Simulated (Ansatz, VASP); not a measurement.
## CdSe: VASP beside Ansatz

```
CELL_PARAMETERS angstrom
0.00000 3.06778 3.06778
3.06778 0.00000 3.06778
3.06778 3.06778 0.00000
ATOMIC_POSITIONS crystal
Cd 0.00000 0.00000 0.00000
Se 0.25000 0.25000 0.25000
```

The cell was built by a generator and needn't be a form met in nature.

Alike in both runs: task single point; functional r2SCAN; k mesh 8 × 8 × 8; no spin polarisation.

|  | VASP | Ansatz |
| --- | --- | --- |
| version | VASP 6.6.1 | Ansatz 0.2.0 |
| potentials or method | VASP PAW PBE potentials, release 64 (Cd, Se) | plane waves, PAW |
| plane-wave cutoff (eV) | 520 | 500 |
| occupations | gaussian, width 0.01 eV | fixed |
| valence electrons in the cell | 18 | 36 |

```tsv
	VASP	Ansatz	Ansatz less VASP
gap on the k mesh at the Fermi level (eV)	1.03	1.04	+0.010
pressure (GPa)	0.2	-0.1	-0.24
```

The two sets of potentials don't hold the same shells in valence.

Caveats: the PAW data sets were made with another functional, which shifts forces and pressure a little (VASP). r2SCAN opens gaps a little over a GGA but as a rule still falls short of measured ones.
